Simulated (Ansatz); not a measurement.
AgBr: levels with and without spin–orbit coupling

```yaml
crystal:
  lattice:
    - [0.00000, 2.89217, 2.89217]
    - [2.89217, 0.00000, 2.89217]
    - [2.89217, 2.89217, 0.00000]
  atoms:
    - { symbol: Ag, position: [0.00000, 0.00000, 0.00000] }
    - { symbol: Br, position: [0.50000, 0.50000, 0.50000] }
```

Atoms are numbered in the order listed.

The conventional cell has a = 5.784 Å, b = 5.784 Å, c = 5.784 Å, α = 90.00°, β = 90.00°, γ = 90.00°. Ag (atom 1) is surrounded by 6 Br at 2.89 Å. Br (atom 2) has 6 Ag at 2.89 Å as nearest neighbours.

The cell is the one relaxed in the Materials Project (mp-23231), not relaxed further here; entries there can be hypothetical.

Levels of theory: DFT, PBE, all-electron LAPW, scalar-relativistic (Ansatz 0.2.0); DFT, PBE, all-electron LAPW, Dirac equation with spin-orbit coupling (Ansatz 0.2.0).

The runs use a Γ-centred 7×7×7 k mesh, Fermi–Dirac smearing of 0.02 eV, basis error target 1 meV/atom, no spin polarisation.

Levels between -4 and 3 eV, each run counted from its own valence-band top. Scalar levels are listed once for both spins; with the coupling every spinor state is counted. Levels near the edges of the range can cross them.

At Γ (0.000, 0.000, 0.000) the scalar-relativistic levels are -2.70 (×5), -1.85 (×3), 0.68. What are they with spin–orbit coupling?

-3.11 (×4), -2.58 (×6), -2.31 (×2), -1.76 (×4), 0.59 (×2).

At X (0.500, 0.000, 0.500) the scalar-relativistic levels are -2.96, -2.72 (×2), -2.55, -2.31 (×2), -2.23, 1.65. What are they with spin–orbit coupling?

-3.18 (×2), -2.96 (×2), -2.71 (×2), -2.65 (×2), -2.57 (×2), -2.22 (×2), -2.12 (×2), 1.57 (×2).

At U (0.625, 0.250, 0.625) the scalar-relativistic levels are -3.97, -3.66, -2.56, -2.36, -2.15, -1.96, -1.16, 2.98. What are they with spin–orbit coupling?

-3.78 (×2), -2.72 (×2), -2.55 (×2), -2.13 (×2), -1.94 (×2), -1.22 (×2), 2.90 (×2).

Without the coupling the gap is 0.68 eV, indirect from L (0.5, 0.5, 0.5) to Γ. And with it?

0.59 eV, indirect from L (0.5, 0.5, 0.5) to Γ.
